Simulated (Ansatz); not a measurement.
# FeO (Wuestite) (Fm-3m) in Ansatz: settings compared, part 2 of 2

Ansatz 0.2.0. The steps go on from the part before.

## Step 3: Phonons, PBEsol, collinear spin, ferromagnetic start

input.yaml reads:

```yaml
crystal:
  lattice:
    - [0.0, 2.1554, 2.1554]
    - [2.1554, 0.0, 2.1554]
    - [2.1554, 2.1554, 0.0]
  atoms:
    - { symbol: Fe, position: [0.0, 0.0, 0.0], spin: 3.0 }
    - { symbol: O, position: [0.5, 0.5, 0.5] }
kpoints:
  mp_grid: { grid: [8, 8, 8] }
scf:
  occupations: { method: fermi_dirac, width: 0.05 }
hamiltonian:
  xc: pbesol
  pseudopotentials: { kind: all_electron, lapw: { basis_error: 0.001 } }
magnetization:
  spin_polarized: true
output: {}
phonons:
  method: fd
  supercell: [1, 1, 1]
```

Potentials or basis: all-electron LAPW, scalar-relativistic.

Command:

```console
> ansatz run input.yaml --threads 2 --pin off --max-ram 6144MiB --backend cpu --events-out ev --progress --plain --runs-dir out
```

Output:

```text
Warning: RAYON_NUM_THREADS=2 ignored (pool sized by the plan → 2); use --threads N
LAPW: plane waves up to 9.893 Å⁻¹, error target 1.0e-3 eV per atom; small_component_spin mean_spin; O in spheres of 0.950 Å, 8 of its electrons in bands, Dirac shells []; Fe in spheres of 1.141 Å, 16 of its electrons in bands, Dirac shells [] (how accurate: hamiltonian.pseudopotentials.lapw.basis_error, Limitations)
Engine: ansatz 0.2.0, aarch64-unknown-linux-gnu
Pseudopotentials: kind: all_electron
Pseudopotential: Fe, LAPW, valence charge 16, lapw/all_electron/scalar/gaussian/Fe, Koelling and Harmon's equation, gaussian nucleus
Pseudopotential: O, LAPW, valence charge 8, lapw/all_electron/scalar/gaussian/O, Koelling and Harmon's equation, gaussian nucleus
Functional definition: PBEsol
  exchange = pbesol_x
  correlation = pbesol_c
Crystal: 2 atoms, lattice volume = 20.027 Å³
Basis set: ecut = 372.9041257137593 eV, 331 PW (Γ), exchange–correlation at level 2
Bands: 18, of which v1, the nominal top of the filled ones, is band 12 counted from 1 (11 counted from 0)
Symmetry: 48 space group operations
Space group: Fm-3m (ITA 225), of the structure as read, at distance tolerance 2.7e-5 Å
Magnetic group: BNS 225.116 (UNI 1618), of the structure as read, at distance tolerance 2.7e-5 Å
k-points: 29 of 512
Non-local potential: Fe, projectors of the file, none
Non-local potential: O, projectors of the file, none
Initial density: superposition of atomic densities (chi_scale 0.1, normalization cell, long waves kept (reshape's long-wave potential 0.00 eV rms))
Starting moments: Σ|m| = 3 μB on 1 of 2 sites
Initial wavefunctions: plane waves of lowest kinetic energy (no species holds an atomic orbital)
Functional: x = pbesol(κ = 0.804, μ = 0.12345679012345678), c = pbesol(β = 0.046)
SCF 1 converged in 11 iterations: F = -36643.408182 eV  dr2 = 3.30e-11
a single point of the input's cell can leave the moments in the input for a lower state (scf.lower_state_search): this run first made a single point of its cell. This run's own SCFs start from the density of the state that the single point found, with the moments in the input. The single point stayed on the moments in the input.
Initial density: read from a saved state, or passed on in memory by an earlier SCF of this step, an earlier step, the calling program or the single point that the run made first
Stability of the state it starts from, as read at its close in the collinear treatment: not read negative (Ritz values of 1 − χ₀K, real part plus size of imaginary part, from 0.74 to 0.78, by its mixing steps under the symmetry group of the SCF that read it); its run was given moments
Starting moments: Σ|m| = 3 μB on 1 of 2 sites; this step starts from the density that it was given
iter 1 solved again at ethr=7.10e-9 eV; its pass at ethr=1.00e-1 eV (dr2=1.70e-6 eV) is discarded
SCF iter   1: F=—  HF=-36643.408182 eV  |F-HF|=—  |Δ(HF+E_count)|=         —  Δρ=1.88e-7 (↑1.88e-7 ↓1.82e-7)  dr2=2.09e-12  dr2_m=5.60e-12  M=4.003 μB ∫|m|=4.013 μB  β_m=0.65  ethr=7.10e-9  ⟨swp⟩=5.8  Hψ=9615  notcnv=0
the basis was enlarged: its passes take 637.5 KiB over the memory plan, 2 of 2 planned eigensolver slots
preconditioner: auto → none  [metal: Δε(μ)=0.024 eV  Ē_g=13.456 eV  σ=0.050 eV  W_gap=0.12  n_scr=0 (ndim 8)  ℏωp=31.0 eV  f_vac=0.000  D(μ)=1.65/eV (n_scr^D=14)]
SCF iter   2: F=-36643.408182 eV  HF=-36643.408182 eV  |F-HF|=1.89e-10  |Δ(HF+E_count)|=   3.52e-9  Δρ=3.50e-7 (↑1.08e-7 ↓3.50e-7)  dr2=4.51e-11  dr2_m=3.54e-12  M=4.003 μB ∫|m|=4.013 μB  ethr=7.19e-12 (applied; sched 1.00e-12)  ⟨swp⟩=4.7  Hψ=3405  notcnv=0
SCF 2 converged in 2 iterations: F = -36643.408182 eV  dr2 = 4.51e-11
Symmetry: 8 space group operations
k-points: 59 of 512 (time reversal used)
Initial density: handed on by an earlier stage of this run
Initial wavefunctions: plane waves of lowest kinetic energy (no species holds an atomic orbital; no wavefunctions were taken with the density)
iter 1 solved again at ethr=8.01e-8 eV; its pass at ethr=1.00e-1 eV (dr2=1.92e-5 eV) is discarded
SCF iter   1: F=—  HF=-36643.408045 eV  |F-HF|=—  |Δ(HF+E_count)|=         —  Δρ=3.20e-4 (↑7.27e-5 ↓3.20e-4)  dr2=1.69e-5  dr2_m=4.93e-6  M=4.003 μB ∫|m|=4.013 μB  β_m=0.30  ethr=8.01e-8  ⟨swp⟩=5.2  Hψ=18373  notcnv=0
preconditioner: auto → none  [metal: Δε(μ)=0.023 eV  Ē_g=13.456 eV  σ=0.050 eV  W_gap=0.11  n_scr=8 (ndim 8)  ℏωp=31.0 eV  f_vac=0.000  D(μ)=1.65/eV (n_scr^D=14)]
SCF iter   2: F=—  HF=-36643.408054 eV  |F-HF|=—  |Δ(HF+E_count)|=   8.94e-6  Δρ=2.23e-4 (↑5.94e-5 ↓2.23e-4)  dr2=6.31e-6  dr2_m=2.80e-6  M=4.003 μB ∫|m|=4.013 μB  β_m=0.61  ethr=7.05e-8  ⟨swp⟩=2.0  Hψ=5732  notcnv=0
iter 3 solved again at ethr=1.35e-10 eV; its pass at ethr=2.63e-8 eV (dr2=3.25e-8 eV) is discarded
SCF iter   3: F=—  HF=-36643.408067 eV  |F-HF|=—  |Δ(HF+E_count)|=   1.32e-5  Δρ=2.60e-5 (↑2.00e-5 ↓2.60e-5)  dr2=3.25e-8  dr2_m=8.87e-8  M=4.003 μB ∫|m|=4.013 μB  β_m=0.69  ethr=1.35e-10  ⟨swp⟩=2.6  Hψ=10272  notcnv=0
SCF iter   4: F=—  HF=-36643.408067 eV  |F-HF|=—  |Δ(HF+E_count)|=   4.35e-7  Δρ=1.84e-5 (↑1.02e-5 ↓1.84e-5)  dr2=1.71e-7  dr2_m=6.25e-9  M=4.003 μB ∫|m|=4.013 μB  β_m=0.49  ethr=1.35e-10  ⟨swp⟩=3.0  Hψ=6624  notcnv=0
SCF iter   5: F=—  HF=-36643.408067 eV  |F-HF|=—  |Δ(HF+E_count)|=   1.10e-7  Δρ=4.32e-6 (↑4.32e-6 ↓2.80e-6)  dr2=2.38e-9  dr2_m=1.52e-9  M=4.003 μB ∫|m|=4.013 μB  β_m=0.60  ethr=1.35e-10  ⟨swp⟩=2.8  Hψ=6069  notcnv=0
SCF iter   6: F=—  HF=-36643.408067 eV  |F-HF|=—  |Δ(HF+E_count)|=   3.85e-9  Δρ=9.85e-7 (↑9.85e-7 ↓8.21e-7)  dr2=1.02e-10  dr2_m=9.92e-11  M=4.003 μB ∫|m|=4.013 μB  β_m=0.57  ethr=9.94e-12  ⟨swp⟩=2.9  Hψ=6081  notcnv=0
SCF iter   7: F=-36643.408067 eV  HF=-36643.408067 eV  |F-HF|=1.46e-11  |Δ(HF+E_count)|=  6.84e-10  Δρ=3.14e-7 (↑2.34e-7 ↓3.14e-7)  dr2=5.72e-12  dr2_m=1.11e-11  M=4.003 μB ∫|m|=4.013 μB  ethr=5.56e-12 (applied; sched 1.00e-12)  ⟨swp⟩=2.0  Hψ=5732  notcnv=0
SCF 3 converged in 7 iterations: F = -36643.408067 eV  dr2 = 5.72e-12
iter 1 solved again at ethr=5.14e-7 eV; its pass at ethr=1.00e-1 eV (dr2=1.23e-4 eV) is discarded
SCF iter   1: F=—  HF=-36643.408083 eV  |F-HF|=—  |Δ(HF+E_count)|=         —  Δρ=5.08e-4 (↑2.31e-4 ↓5.08e-4)  dr2=1.21e-4  dr2_m=4.90e-6  M=4.003 μB ∫|m|=4.013 μB  β_m=0.30  ethr=5.14e-7  ⟨swp⟩=4.7  Hψ=17411  notcnv=0
SCF iter   2: F=—  HF=-36643.408064 eV  |F-HF|=—  |Δ(HF+E_count)|=   1.91e-5  Δρ=3.34e-4 (↑1.37e-4 ↓3.34e-4)  dr2=4.22e-5  dr2_m=2.85e-6  M=4.003 μB ∫|m|=4.013 μB  β_m=0.52  ethr=5.05e-7  ⟨swp⟩=2.0  Hψ=5732  notcnv=0
iter 3 solved again at ethr=1.14e-9 eV; its pass at ethr=1.76e-7 eV (dr2=2.74e-7 eV) is discarded
SCF iter   3: F=—  HF=-36643.408066 eV  |F-HF|=—  |Δ(HF+E_count)|=   1.72e-6  Δρ=5.96e-5 (↑4.26e-5 ↓5.96e-5)  dr2=2.73e-7  dr2_m=2.91e-7  M=4.003 μB ∫|m|=4.013 μB  β_m=0.70  ethr=1.14e-9  ⟨swp⟩=2.3  Hψ=9971  notcnv=0
SCF iter   4: F=—  HF=-36643.408067 eV  |F-HF|=—  |Δ(HF+E_count)|=   1.35e-6  Δρ=1.70e-5 (↑1.08e-5 ↓1.70e-5)  dr2=1.40e-7  dr2_m=9.14e-9  M=4.003 μB ∫|m|=4.013 μB  β_m=0.57  ethr=1.14e-9  ⟨swp⟩=3.0  Hψ=6330  notcnv=0
SCF iter   5: F=—  HF=-36643.408067 eV  |F-HF|=—  |Δ(HF+E_count)|=   6.15e-8  Δρ=7.37e-6 (↑6.29e-6 ↓7.37e-6)  dr2=2.24e-8  dr2_m=4.14e-9  M=4.003 μB ∫|m|=4.013 μB  β_m=0.52  ethr=5.84e-10  ⟨swp⟩=2.2  Hψ=5767  notcnv=0
SCF iter   6: F=—  HF=-36643.408067 eV  |F-HF|=—  |Δ(HF+E_count)|=   8.16e-9  Δρ=2.57e-6 (↑2.57e-6 ↓2.10e-6)  dr2=1.32e-9  dr2_m=6.98e-10  M=4.003 μB ∫|m|=4.013 μB  β_m=0.55  ethr=9.33e-11  ⟨swp⟩=2.0  Hψ=5735  notcnv=0
SCF iter   7: F=-36643.408067 eV  HF=-36643.408067 eV  |F-HF|=2.91e-11  |Δ(HF+E_count)|=   1.91e-9  Δρ=8.70e-7 (↑8.70e-7 ↓6.50e-7)  dr2=6.89e-11  dr2_m=8.50e-11  M=4.003 μB ∫|m|=4.013 μB  ethr=6.10e-12 (applied; sched 5.48e-12)  ⟨swp⟩=2.8  Hψ=6016  notcnv=0
SCF 4 converged in 7 iterations: F = -36643.408067 eV  dr2 = 6.89e-11
SCF converged after 2 iterations
Magnetization: 4.0034 μB (14.0017 up, 9.9983 down)
Absolute magnetization: 4.0127 μB (∫|ρ↑−ρ↓|)
Spin contamination: 0.0110 ħ² per cell (⟨S²⟩ above its minimum at these occupations)
Per-site moments (μB) at R_I (Å): [(3.598040287188475, 1.1410968682409943), (0.3217081380618967, 0.9496411006045818)]
Free energy (F): -36643.408182 eV
Harris-Foulkes:  -36643.408182 eV  (|F-HF|=1.89e-10)
Internal energy: -36643.395029 eV  (E = F + TS)
E sigma→0 (E₀):  -36643.401606 eV
Entropy (-TS):   -0.013153 eV (-6.576 meV/atom)
Fermi energy:    14.595686 eV
--- Per-component energies (eV) ---
  E_band       = -1247.855922
  E_kinetic    = 37108.540855
  E_xc         = -1716.597854
  E_electrostatic = -72035.338030  (all electrons and nuclei)
  E_smearing   = -0.013153  (= −TS)
  E_closure    = 0.000000  (closes the sum)
  E_atoms      = -36626.719027  (free atoms, spherical and without spin; not in F)
  Σ components = -36643.408182   (vs F -36643.408182, Δ=0.00e0)
  Basis errors (estimates in eV, not in F): energy 3.6e-4 per atom: plane waves 3.3e-4 (1.8e-4 summed), levels above the bands 3.2e-126, relativity 4.9e-8, radial functions 3.5e-5, core shells 5.8e-8; eigenvalues (radial functions only) 3.5e-5; not estimated: angular momenta, meshes, grids; target (lapw.basis_error) 1.0e-3; muffin-tin radii O 0.950 Å, Fe 1.141 Å
--- Forces (eV/Å), atoms counted from 1 ---
  atom   1  Fe    -0.00000000     0.00000000    -0.00000000
  atom   2  O      0.00000000    -0.00000000     0.00000000
  max |Σ_I F_I| component: 1.41e-29 eV/Å
--- Band table (eV; the first three rows and the last of 58) ---
  k-point 0 ↑: bands = ["-490.9544", "-75.0097", "-41.1719", "-41.1719", "-41.1719", "-6.1681", "10.6707", "10.6707", "10.6707", "10.7046", "10.7046", "10.7046", "10.9152", "10.9152", "14.4972", "29.5721", "31.3608", "31.3608"]
  k-point 1 ↑: bands = ["-490.9544", "-75.0089", "-41.1799", "-41.1730", "-41.1730", "-6.0125", "9.3156", "9.6165", "9.6165", "10.8396", "10.8396", "11.1503", "12.0183", "12.0183", "15.5064", "27.5420", "30.8091", "30.8091"]
  k-point 2 ↑: bands = ["-490.9544", "-75.0069", "-41.1991", "-41.1755", "-41.1755", "-5.6110", "7.5656", "8.6850", "8.6850", "11.1189", "11.1189", "11.4800", "13.1357", "13.1357", "17.1753", "24.9250", "29.0532", "29.0532"]
  k-point 28 ↓: bands = ["-490.6642", "-70.8882", "-37.1902", "-37.1902", "-37.1728", "-4.2833", "8.3846", "8.3846", "8.9602", "14.5426", "14.5426", "15.3636", "15.6157", "16.3642", "23.1732", "24.2233", "24.2233", "27.1241"]
--- Phonons: 2 displaced members + reference (amplitude 0.01 Å, Σ member SCF iterations 14) ---
  symmetry images taken by strict's conditions (phonons.symmetry_images: auto; settled by no image being taken that strict refuses)
  ASR residual: 1.031e-3 → 0.000e0 eV/Å²; symmetrization residual: 1.648e-4 eV/Å²
  largest component of a force at the reference: 1.6e-29 eV/Å
  ASR residual per site (eV/Å²): 6.18e-4 1.03e-3
  Γ frequencies (cm⁻¹): 0.00 0.00 0.00 224.11 224.11 224.11
  density of states and harmonic sums: on the 25×25×25 q-mesh, interpolated from the force constants of a 1×1×1 supercell (no non-analytic term)
  largest difference from the sums on the solved wave vectors: F 5.50e-1 eV, S 8.08e-4 and C_V 2.59e-4 eV/K
  zero-point energy: 0.055125 eV/cell   skipped modes (ω ≤ 0): 3   left out of the sums: 3.20e-5 of the cell's modes: C_V's classical limit lies that fraction below 3 k_B per atom; for a crystal, a wire or a layer, F and S can be off by more, and a phonons.interpolated_qmesh denser along its periods is the remedy for the sampling
```

phdos.tsv:

```text
# omega_inv_cm	omega_thz	g_bin_mean(omega)[modes/inv_cm]
# format = ansatz-phdos/2
# interpolated_qmesh = 25 25 25
# force_constants_supercell = 1 1 1
# lo_to_splitting: not included (the non-analytic LO-TO correction is not applied to the interpolated dynamical matrix; polar crystals: no LO-TO splitting at GAMMA, and LO and other optical branches, acoustic branches and sound speeds, and with them the density of states and the thermodynamics, can be off between the wave vectors that the force constants were sampled on, most near GAMMA; a larger extent of the force constants narrows that region and is not shown to mend the acoustic slopes)
# g_bin_mean(omega): the modes in a bin one row spacing wide, centred on omega, divided by that spacing. A flat band (one whose frequency is the same at every q-point) is counted whole in the row whose bin holds it (on the edge of two bins, in the lower row). The modes of the run's own cell are the sum of g_bin_mean times the row spacing in inv_cm (a plain sum, not the trapezoid rule); for a one-atom cell on a GAMMA-only q-mesh every row is zero, so that sum is 0, not 3
0.000000	0.000000	1.044540e-8
0.448220	0.013437	2.715803e-7
0.896439	0.026875	1.023649e-6
1.344659	0.040312	2.277096e-6
1.792879	0.053749	4.031923e-6
2.241098	0.067186	6.288128e-6
[... 493 lines left out ...]
223.661607	6.705206	5.425684e-3
224.109827	6.718644	5.082568e-4
```

phthermo.tsv:

```text
# format = ansatz-phthermo/1
# interpolated_qmesh = 25 25 25
# force_constants_supercell = 1 1 1
# non_analytic_term = not included (the non-analytic LO-TO correction is not applied to the interpolated dynamical matrix; polar crystals: no LO-TO splitting at GAMMA, and LO and other optical branches, acoustic branches and sound speeds, and with them the density of states and the thermodynamics, can be off between the wave vectors that the force constants were sampled on, most near GAMMA; a larger extent of the force constants narrows that region and is not shown to mend the acoustic slopes)
# zero_point_energy_ev = 5.5125272730e-2
# n_skipped_modes = 3
# share_of_modes_left_out = 3.2000000000e-5
# rigid_motions_known_by = geometry
# t_k	f_vib_ev	s_ev_per_k	c_v_ev_per_k
0.0000	5.5125272730e-2	0.0000000000e0	0.0000000000e0
10.0000	5.5124151046e-2	4.9245495494e-7	1.6311781026e-6
20.0000	5.5100965572e-2	5.5511592047e-6	1.9997191932e-5
30.0000	5.4974807690e-2	2.1683596660e-5	6.5659154160e-5
40.0000	5.4633384292e-2	4.7934461048e-5	1.1963604624e-4
50.0000	5.3995769686e-2	8.0340548406e-5	1.7221253118e-4
[... 93 lines left out ...]
990.0000	-8.2772091249e-1	1.3553876532e-3	5.1474670408e-4
1000.0000	-8.4130070000e-1	1.3605612581e-3	5.1479184423e-4
```

It took 42 s on 2 threads of Arm Neoverse V1, shared host; peak memory 0.42 GiB.

Results:

| Property | Result |
| --- | --- |
| Free energy | -36643.4082 eV |
| Band gap on the k mesh | none (metal or under the smearing width) |
| Net moment | 4.00 μB per cell |
| Absolute moment | 4.01 μB per cell |
| Site moments | Fe +3.60; O +0.32 μB |
| Highest phonon frequency at Γ | 224 cm⁻¹ |

Levels at points of the mesh, in eV from the Fermi level:
Spin up:
```csv
k point,band 12,band 13,band 14,band 15,band 16,band 17
"(0.00, 0.00, 0.00)",-3.89,-3.68,-3.68,-0.10,14.98,16.77
"(0.00, 0.00, -0.50)",-2.50,-0.35,-0.35,3.82,8.30,12.26
"(0.00, -0.50, -0.50)",-2.78,-2.78,-2.78,5.07,8.51,10.54
```
Spin down:
| k point | band 8 | band 9 | band 10 | band 11 | band 12 | band 13 |
| --- | --- | --- | --- | --- | --- | --- |
| (0.00, 0.00, 0.00) | -3.34 | -3.34 | -0.75 | -0.75 | -0.75 | 0.13 |
| (0.00, 0.00, -0.50) | -5.24 | -5.24 | 0.41 | 0.41 | 0.61 | 2.76 |
| (0.00, -0.50, -0.50) | -4.52 | -4.52 | -2.18 | 0.69 | 0.77 | 0.77 |

Phonon frequencies in cm⁻¹ (negative: imaginary):
| q point | frequencies |
| --- | --- |
| (0.000, 0.000, 0.000) | 0 0 0 224 224 224 |

Caveat: the k mesh is thin for a metal, which can move the energy by tens of meV per atom; a metal's response needs a denser mesh; a cell with one magnetic atom can't hold antiferromagnetic order, which such compounds often take; semilocal functionals often make such compounds metallic where correlation or magnetic order opens a gap, which also shifts bond lengths.

## Step 4: Band structure, PBEsol, collinear spin, ferromagnetic start

input.yaml, as its differences from that of step 3:

```diff
@@ -9,3 +9,14 @@
 kpoints:
-  mp_grid: { grid: [8, 8, 8] }
+  mp_grid: { grid: [11, 11, 11] }
+  band_path:
+    path:
+      - [0.0, 0.0, 0.0]
+      - [0.5, 0.0, 0.5]
+      - [0.5, 0.25, 0.75]
+      - [0.375, 0.375, 0.75]
+      - [0.0, 0.0, 0.0]
+      - [0.5, 0.5, 0.5]
+      - [0.625, 0.25, 0.625]
+      - [0.5, 0.25, 0.75]
+    npoints: 8
 scf:
@@ -17,5 +28,5 @@
   spin_polarized: true
-output: {}
-phonons:
-  method: fd
-  supercell: [1, 1, 1]
+output:
+  forces: true
+  stress: true
+  eigenvalues: true
```

Command:

```console
> ansatz run input.yaml --threads 2 --pin off --max-ram 6144MiB --backend cpu --events-out ev --progress --plain --runs-dir out
```

It took 16 s on 2 threads of Arm Neoverse V1, shared host; peak memory 0.42 GiB.

It converged, with:

```yaml
Free_energy: -36643.4094 eV
Pressure: -8.6 GPa
Band_gap_along_the_path: none (metal or under the smearing width)
Net_moment: 4.00 μB per cell
Absolute_moment: 4.01 μB per cell
Site_moments: Fe +3.62; O +0.32 μB
```

Levels at the corners of the path, in eV from the Fermi level:
Spin up:
```
point  band 12  band 13  band 14  band 15  band 16  band 17
    Γ    -3.88    -3.67    -3.67    -0.09    14.99    16.77
    X    -2.77    -2.77    -2.77     5.08     8.52    10.55
    W    -2.89    -2.77    -1.73     7.27     8.77     8.77
    K    -2.63    -2.46    -1.71     6.59     8.53     8.53
    Γ    -3.88    -3.67    -3.67    -0.09    14.99    16.77
    L    -2.49    -0.34    -0.34     3.83     8.31    12.27
    U    -2.63    -2.46    -1.71     6.59     8.53     8.53
    W    -2.89    -2.77    -1.73     7.27     8.77     8.77
```
Spin down:
```csv
point,band 7,band 8,band 9,band 10,band 11,band 12,band 13,band 14
Γ,-3.33,-3.33,-3.33,-0.74,-0.74,-0.74,0.14,0.14
X,-7.00,-4.52,-4.52,-2.17,0.70,0.78,0.78,1.12
W,-6.20,-6.20,-5.63,-0.04,-0.04,0.78,1.03,1.78
K,-6.61,-6.22,-4.93,-0.82,0.59,0.69,1.27,1.73
Γ,-3.33,-3.33,-3.33,-0.74,-0.74,-0.74,0.14,0.14
L,-8.13,-5.24,-5.24,0.42,0.42,0.61,2.77,2.77
U,-6.61,-6.22,-4.93,-0.82,0.59,0.69,1.27,1.73
W,-6.20,-6.20,-5.63,-0.04,-0.04,0.78,1.03,1.78
```

Caveat: a cell with one magnetic atom can't hold antiferromagnetic order, which such compounds often take; semilocal functionals often make such compounds metallic where correlation or magnetic order opens a gap, which also shifts bond lengths.

## Step 5: The runs side by side

```csv
task,level,k mesh,cutoff (eV),gap on the mesh (eV),moment (μB)
phonons,LDA,8 × 8 × 8,373,none,4.00
phonons,PBEsol,8 × 8 × 8,373,none,4.00
band structure,PBEsol,11 × 11 × 11,349,-,4.00
```

Alike in all rows: potentials or basis all-electron LAPW, scalar-relativistic; spin collinear, ferromagnetic start; cell as given; smearing fermi-dirac 0.05 eV; basis error allowed 0.001 eV/atom.

Caveats: a cell with one magnetic atom can't hold antiferromagnetic order, which such compounds often take; semilocal functionals often make such compounds metallic where correlation or magnetic order opens a gap, which also shifts bond lengths; the k mesh is thin for a metal, which can move the energy by tens of meV per atom (some runs); a metal's response needs a denser mesh (some runs).

Compare energies only between runs with the same functional and basis.

## Step 6: Against experiment

Step 2. Against the measured gap of FeO, 2.4 eV (optical; quoted in “W\"ustite: Electric, thermodynamic and optical properties of FeO”, 2012, arxiv:1203.1201), the calculated 0.00 eV is off by -2.40 eV. So large a miss can be the level of theory's own, or it may mean another phase, state or a wrong row. The value is that of LDA on a finite k mesh, which can miss the band edges, without temperature or zero-point motion. Semilocal functionals fall short of measured gaps as a rule. The run's magnetic order (collinear spin, ferromagnetic start) needn't be the measured crystal's.

Step 3. Against the measured gap of FeO, 2.4 eV (optical; quoted in “W\"ustite: Electric, thermodynamic and optical properties of FeO”, 2012, arxiv:1203.1201), the calculated 0.00 eV is off by -2.40 eV. So large a miss can be the level of theory's own, or it may mean another phase, state or a wrong row. The value is that of PBEsol on a finite k mesh, which can miss the band edges, without temperature or zero-point motion. Semilocal functionals fall short of measured gaps as a rule. The run's magnetic order (collinear spin, ferromagnetic start) needn't be the measured crystal's.

Step 4. Against the measured gap of FeO, 2.4 eV (optical; quoted in “W\"ustite: Electric, thermodynamic and optical properties of FeO”, 2012, arxiv:1203.1201), the calculated 0.00 eV is off by -2.40 eV. So large a miss can be the level of theory's own, or it may mean another phase, state or a wrong row. The value is that of PBEsol, without temperature or zero-point motion. Semilocal functionals fall short of measured gaps as a rule. The run's magnetic order (collinear spin, ferromagnetic start) needn't be the measured crystal's.
